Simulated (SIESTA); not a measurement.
The system is MgB2.

```
Mg B
1.0
     3.08500    0.00000    0.00000
    -1.54250    2.67169    0.00000
     0.00000    0.00000    3.52300
Mg B
1 2
Direct
  0.00000 0.00000 0.00000
  0.66667 0.33333 0.50000
  0.33333 0.66667 0.50000
```

Base run:

| Property | Result |
| --- | --- |
| Program | SIESTA 5.4.2 |
| Functional | LDA |
| Potentials or basis | PseudoDojo 0.4 standard (LDA files) |
| Basis | DZP (energy shift 0.003 Ry; two zetas on semicore shells) |
| Grid cutoff | 800 Ry |
| Energy shift | 0.003 Ry |
| k mesh | 10 × 10 × 8 |
| Occupations | fermi-dirac, width 0.05 eV |
| Spin | no spin polarisation |

Its results: band gap on the k mesh none (metal or under the smearing width); pressure -2.1 GPa.

Problem. The run is repeated on the same cell with these changes: functional from LDA to AM05; potentials or basis from PseudoDojo 0.4 standard (LDA files) to PseudoDojo 0.4 standard (PBEsol files). What comes out?

Solution. Band gap on the k mesh none (metal or under the smearing width); pressure 2.2 GPa.

Caveats: the basis of atomic orbitals isn't converged, which shifts pressures, moduli and gaps; the potentials were made for another functional, which shifts forces and pressure (some runs).
